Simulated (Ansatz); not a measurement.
**HgTe in Ansatz: the effect of functional**

The system is HgTe.

```
Hg Te
1.0
     0.00000    3.20106    3.20106
     3.20106    0.00000    3.20106
     3.20106    3.20106    0.00000
Hg Te
1 1
Direct
  0.00000 0.00000 0.00000
  0.50000 0.50000 0.50000
```

Measurements of this composition are mostly on another form, of space group No. 216.

The cell isn't the ideal one: volume scaled by 1.02.

Alike in all runs:

* Program: Ansatz 0.2.0
* Task: single point
* Potentials or basis: Ansatz PAW
* k mesh: 7 × 7 × 7
* Occupations: fermi-dirac, width 0.05 eV
* Spin: no spin polarisation

```csv
functional,cutoff,pressure (GPa)
LDA,420 eV (not typed: the program's choice for these potentials),-8.2
PBE,420 eV (not typed: the program's choice for these potentials),-4.2
PBEsol,420 eV (not typed: the program's choice for these potentials),-6.8
r2SCAN,500 eV (not typed: the program's choice for these potentials),?
```

**Question.** What does the run with functional r2SCAN give?

**Answer.** Pressure -5.4 GPa.

Caveats: the PAW data sets come from PBE, with cores solved anew for the run's functional, which leaves a small shift of forces and pressure (some runs).
